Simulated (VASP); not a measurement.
A run of VASP 6.6.1 is set up as follows.

INCAR

```
PREC = Accurate
ENCUT = 600
EDIFF = 1E-7
ISMEAR = 0
SIGMA = 0.03
LREAL = F
LASPH = T
NELM = 80
ALGO = Normal
ISIF = 3
LWAVE = F
LCHARG = F
GGA = PS
IBRION = 2
NSW = 90
EDIFFG = -0.005
LATTICE_CONSTRAINTS = .TRUE. .TRUE. .FALSE.
```

Contents of KPOINTS:

```
Automatic mesh
0
Gamma
  9 9 1
```

File POSCAR:

```
ZrSe2                                   
1.0
    3.7413507668     -0.0000000000      0.0000000000
   -1.8706753834      3.2401048051      0.0000000000
    0.0000000000      0.0000000000     21.0960000000
  Se              Zr            
     2     1
Direct
     0.6666666699999979    0.3333333300000021    0.4251239595755034
     0.3333333300000021    0.6666666699999979    0.5748760404244966
     0.0000000000000000    0.0000000000000000    0.5000000000000000
```

Potentials or basis: VASP PAW PBE potentials, release 64 (Se, Zr_sv).

The run is started by

```bash
$ cat potpaw_PBE.64/Se/POTCAR potpaw_PBE.64/Zr_sv/POTCAR > POTCAR
$ mpirun -np 1 vasp_std > vasp.out
```

**Question.** Estimate the band gap on the k mesh.

**Answer.** 0.36 eV, indirect (least direct gap 1.05 eV).

Forces on the atoms (eV/Å):
```
Se   0.000  0.000 -0.002
Se   0.000  0.000  0.002
Zr   0.000  0.000  0.000
```

Caveat: the relaxation stopped at its first step, so nothing moved; the PAW data sets were made with another functional, which shifts forces and pressure a little.
